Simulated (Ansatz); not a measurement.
Start from LiI in the rock salt structure (space group Fm-3m, No. 225; a = 6.0190 Å). Axes: x, y, z lie along the cube axes.

(Cell as relaxed with PBE.)

Levels (all Ansatz, a program for electronic structure, PAW): PBE (420 eV, without spin-orbit coupling); r2SCAN (500 eV, no spin-orbit coupling).

Each level relaxes its own structure.

| base | PBE | r2SCAN |
|---|---|---|
| volume per atom | 27.26 Å³ | 27.25 Å³ |
| lattice parameter a | 6.019 Å | 6.018 Å |
| band gap | 4.25 eV | 5.00 eV |

It is then changed as follows: compressive biaxial strain of 3.40 % in the plane normal to [110], as in epitaxy on a mismatched substrate; the out-of-plane cell vector and the atoms relax.

```json
[
 {"quantity": "out-of-plane strain", "PBE": "+2.34 %", "r2SCAN": "(withheld)"},
 {"quantity": "smallest direct gap", "PBE": "4.20 eV", "r2SCAN": "(withheld)"},
 {"quantity": "shift of the gap caused by the change", "PBE": "-0.21 eV", "r2SCAN": "(withheld)"}
]
```

Q: Given the PBE results, estimate those of r2SCAN.

A: 
- out-of-plane strain, r2SCAN: +2.25 %
- smallest direct gap, r2SCAN: 5.10 eV
- shift of the gap caused by the change, r2SCAN: -0.35 eV

PBE's out-of-plane strain lies 0.09 % above r2SCAN's; PBE's smallest direct gap lies 0.90 eV below r2SCAN's; PBE's shift of the gap caused by the change lies 0.14 eV above r2SCAN's. Neither level is exact; r2SCAN is the comparison here, not a measurement.

Spin-orbit coupling, missing from the scalar runs, can matter with I. Stability against distortions was not tested.
